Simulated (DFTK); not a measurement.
Ag:

```xyz
1
Lattice="0.0000 2.0427 2.0427 2.0427 0.0000 2.0427 2.0427 2.0427 0.0000" Properties=species:S:1:pos:R:3 pbc="T T T"
Ag    0.0000    0.0000    0.0000
```

| Item | Value |
| --- | --- |
| Program | DFTK 0.8.2 |
| Task | relaxation of cell and atoms |
| Functional | LDA |
| Potentials or basis | SG15 1.2 (PBE) |
| Cutoff | 1415 eV |
| k mesh | 8 × 8 × 8 |
| Occupations | fermi-dirac, width 0.05 eV |
| Spin | no spin polarisation |

At the start: pressure -7.8 GPa; volume 17.05 Å³/atom.

Q: How do energy, volume and symmetry change on relaxing?

A: Over 4 steps the energy falls by 28.1 meV/atom and the volume is 15.98 Å³/atom (-6.3 %); space group Fm-3m (No. 225, to 0.05 Å).

Step by step:
```csv
step,energy change (eV),largest force (eV/Å),pressure (GPa),volume (Å³)
1,0.0000,0.0000,-7.77,17.05
2,-0.0214,0.0000,-4.11,16.48
3,-0.0279,0.0000,0.78,15.88
4,-0.0281,0.0000,-0.06,15.98
```

Final structure:
```yaml
crystal:
  lattice:
    - [0.00000, 1.99899, 1.99899]
    - [1.99899, 0.00000, 1.99899]
    - [1.99899, 1.99899, 0.00000]
  atoms:
    - { symbol: Ag, position: [0.00000, 0.00000, 0.00000] }
```

Caveat: the potentials were made for another functional, which shifts forces and pressure.
